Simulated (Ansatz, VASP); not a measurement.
## Two plane-wave programs on Zr

File INCAR:

```
PREC     = Accurate       # precision mode
ENCUT    = 600            # plane-wave cutoff, eV
EDIFF    = 1E-7           # SCF threshold, eV
ISMEAR   = 0              # smearing method
SIGMA    = 0.1            # smearing width, eV
LREAL    = False          # projectors in reciprocal space
LASPH    = True           # aspherical terms in the spheres
NELM     = 100            # most SCF steps
ALGO     = Fast           # electronic algorithm
ISIF     = 3              # what is computed and relaxed
LWAVE    = False          # write WAVECAR
LCHARG   = False          # write CHGCAR
GGA      = PS             # functional
IBRION   = 2              # ionic algorithm
NSW      = 90             # ionic steps
EDIFFG   = -0.04          # ionic threshold
```

KPOINTS

```
Automatic mesh
0
Gamma
  6 6 4
```

Contents of POSCAR:

```
Zr
1.0
    4.1829782961      0.0000000000      0.0000000000
   -2.0914891481      3.6225654680      0.0000000000
    0.0000000000      0.0000000000      4.7457289016
Zr
3
Direct
    0.2254000000      0.0000000000      0.3333333333
    0.0000000000      0.2254000000      0.6666666667
    0.7746000000      0.7746000000      0.0000000000
```

Input for Ansatz:

```yaml
crystal:
  lattice:
    - [4.1829782961, 0.0, 0.0]
    - [-2.0914891481, 3.622565468, 0.0]
    - [0.0, 0.0, 4.7457289016]
  atoms:
    - { symbol: Zr, position: [0.2254, 0.0, 0.3333333333] }
    - { symbol: Zr, position: [0.0, 0.2254, 0.6666666667] }
    - { symbol: Zr, position: [0.7746, 0.7746, 0.0] }
basis:
  ecutwfc: 420
kpoints:
  mp_grid: { grid: [6, 6, 4] }
hamiltonian:
  xc: pbesol
scf:
  occupations: { method: gaussian, width: 0.1 }
  lower_state_search: "off"
output:
  forces: true
  stress: true
  eigenvalues: true
relax:
  adjacent_minimum: "off"
  f_tol: 0.04
  max_steps: 70
  cell: { stress_tol: 0.4 }
```

Alike in both runs: task relaxation of cell and atoms; functional PBEsol; k mesh 6 × 6 × 4; occupations gaussian, width 0.1 eV; no spin polarisation.

```csv
,VASP,Ansatz
version,VASP 6.6.1,Ansatz 0.2.0
potentials or method,"VASP PAW PBE potentials, release 64 (Zr_sv)","scalar-relativistic, plane waves, PAW"
plane-wave cutoff (eV),600,420
valence electrons in the cell,36,36
```

VASP gave:

```
gap on the k mesh at the Fermi level, each at its own relaxed structure (eV) : none
relaxed volume (Å³/atom)                                                     : 21.62
relaxed cell length with the largest relative difference (Å)                 : 2.663
energy change over the relaxation (meV/atom)                                 : -1730
```

Question: Which values does Ansatz return?

Answer: gap on the k mesh at the Fermi level, each at its own relaxed structure (eV): none; relaxed volume (Å³/atom): 22.01; relaxed cell length with the largest relative difference (Å): 3.039; energy change over the relaxation (meV/atom): -1644.

A gap of «none» marks a metal or a gap that the smearing closes. One of these differences is far larger than is usual between the two programs; its cause wasn't traced.

Caveats: the PAW data sets were made with another functional, which shifts forces and pressure a little (VASP).
